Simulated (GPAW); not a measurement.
Input of a GPAW 26.7.0 run:

Contents of run.py:

```python
from ase.calculators.mixing import SumCalculator
from ase.filters import FrechetCellFilter
from ase.io import read, write
from ase.optimize import FIRE
from dftd3.ase import DFTD3
from gpaw import GPAW, PW

atoms = read('InAs.xyz')

calc = GPAW(mode=PW(600),
            xc='RPBE',
            kpts={'size': (8, 8, 8), 'gamma': True},
            occupations={'name': 'fermi-dirac', 'width': 0.05},
            nbands=18,
            convergence={'density': 1e-05, 'forces': 0.0001},
            maxiter=150,
            txt='gpaw.txt')
atoms.calc = SumCalculator([calc, DFTD3(method='rpbe', damping='d3bj')])
opt = FIRE(FrechetCellFilter(atoms), trajectory='relax.traj', logfile='-')
done = opt.run(fmax=0.05, steps=100)
calc.write('gs.gpw')
write('result.traj', atoms)
print('Converged:', done)
print('Cell:', atoms.cell.cellpar().round(4))
print('Volume:', round(atoms.get_volume(), 4))
print(atoms.get_scaled_positions().round(5))
```

The input InAs.xyz:

```xyz
2
Lattice="0.0000000000 3.0180000000 3.0180000000 3.0180000000 0.0000000000 3.0180000000 3.0180000000 3.0180000000 0.0000000000" Properties=species:S:1:pos:R:3 pbc="T T T"
In     0.0000000000      0.0000000000      0.0000000000
As     4.5270000000      4.5270000000      4.5270000000
```

Potentials or basis: the program's PAW data sets (release 1.2.1) made for this functional, pw.

Command:

```console
$ OMP_NUM_THREADS=1 python run.py
```

Q: What does it give for the space group after relaxing (to 0.05 Å)?

A: F-43m (No. 216).

Q: Estimate the dispersion energy per atom.

A: -1.646 eV.

Q: Estimate the band gap on the k mesh.

A: 0.34 eV, direct.

Q: Predict the relaxed cell.

A: a = 4.165 Å, b = 4.165 Å, c = 4.165 Å, α = 60.00°, β = 60.00°, γ = 60.00°.

The path:
```tsv
step	energy change (eV)	largest force (eV/Å)	pressure (GPa)	volume (Å³)
1	0.0000	0.0000	-4.14	54.98
2	-0.0140	0.0000	-3.60	54.39
3	-0.0342	0.0000	-2.50	53.33
4	-0.0487	0.0000	-0.89	51.96
5	-0.0478	0.0000	1.09	50.51
6	-0.0480	0.0000	1.04	50.54
7	-0.0484	0.0000	0.95	50.61
8	-0.0490	0.0000	0.81	50.70
9	-0.0495	0.0000	0.65	50.82
10	-0.0500	0.0000	0.45	50.95
11	-0.0504	0.0000	0.24	51.10
```

Caveat: later steps reuse the first step's grids; spin-orbit coupling is left out, which moves the levels of the heavy elements. Expect the measured gap to be larger: semilocal functionals such as RPBE lack the derivative discontinuity.
